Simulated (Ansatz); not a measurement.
# C: the cost of one run

Method: DFT PBE+D3(BJ), scalar-relativistic, plane waves, PAW, in Ansatz 0.2.0.

1 further run of the same task is left out (set aside as unsound or not needed).

## Step 1: The structure to begin with

Symmetry: C2/m, No. 12, monoclinic system. The conventional cell has a = 4.255 Å, b = 2.457 Å, c = 3.765 Å, α = 90.00°, β = 111.49°, γ = 90.00°. C (site symmetry m) is surrounded by 3 C at 1.42 Å.

Cell or atoms stand a little off a more symmetric structure (R-3m at a tolerance of 0.3 Å), so results at this geometry aren't those of that ideal crystal.

Coordinates:

```
CELL_PARAMETERS angstrom
2.12732 -1.22828 0.00000
2.12732 1.22828 0.00000
-1.37907 0.00000 3.50283
ATOMIC_POSITIONS crystal
C 0.83336 0.83336 0.00009
C 0.16664 0.16664 0.99991
```

Source of the structure: the Materials Project (structure only).

(A quick probe on a coarse mesh, which set the mesh and smearing, is not shown.)

## Step 3: The relaxation

input.yaml reads:

```yaml
crystal:
  lattice:
    - [2.1273203072, -1.22828244, 0.0]
    - [2.1273203072, 1.22828244, 0.0]
    - [-1.3790696309, 0.0, 3.5028300786]
  atoms:
    - { symbol: C, position: [0.83335553, 0.83335553, 9.304e-05] }
    - { symbol: C, position: [0.16664447, 0.16664447, 0.99990696] }
basis:
  ecutwfc: 420
kpoints:
  mp_grid: { grid: [14, 14, 8] }
hamiltonian:
  xc: pbe
  dispersion: d3bj
scf:
  occupations: { method: gaussian, width: 0.02 }
output:
  forces: true
  stress: true
  eigenvalues: true
relax:
  adjacent_minimum: "off"
  f_tol: 0.005
  max_steps: 80
  cell: { stress_tol: 0.05 }
```

On the command line:

```bash
ansatz run input.yaml --threads 1 --pin off --max-ram 2560MiB --backend cpu --events-out ev --progress --plain --runs-dir out
```

**Question.** How long does this run take on 1 thread of Intel Xeon 6975P-C (Granite Rapids), shared host, and how much memory does it need?

About 22 s, with a peak of 0.39 GiB.
